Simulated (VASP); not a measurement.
SnO:

```
CELL_PARAMETERS angstrom
3.81370 0.00000 0.00000
0.00000 3.81370 0.00000
0.00000 0.00000 4.88691
ATOMIC_POSITIONS crystal
Sn 0.50000 0.00000 0.76463
Sn 0.00000 0.50000 0.23537
O 0.00000 0.00000 0.00000
O 0.50000 0.50000 0.00000
```

The cell is a database's computed one.

Base run:

| Quantity | Value |
| --- | --- |
| Program | VASP 6.6.1 |
| Functional | PBE |
| Potentials or basis | VASP PAW PBE potentials, release 64 (Sn_d, O) |
| Cutoff | 520 eV |
| k mesh | 7 × 7 × 6 |
| Occupations | fermi-dirac, width 0.05 eV |
| Spin | no spin polarisation |

Its results: band gap on the k mesh 0.38 eV, indirect (least direct gap 2.05 eV); electronic dielectric tensor (diagonal) 8.06, 8.06, 7.02.

Problem. The run is repeated on the same cell with these changes: functional from PBE to LDA; potentials or basis from VASP PAW PBE potentials, release 64 (Sn_d, O) to VASP PAW LDA potentials, release 64 (Sn_d, O). What comes out?

Solution. Band gap on the k mesh 0.44 eV, indirect (least direct gap 1.96 eV); electronic dielectric tensor (diagonal) 8.01, 8.01, 7.08.

Caveats: the gap is small at this level, which inflates the dielectric constant; spin-orbit coupling is left out, which moves the levels of the heavy elements; an odd mesh through Γ misses points on the zone boundary, where band edges often lie.
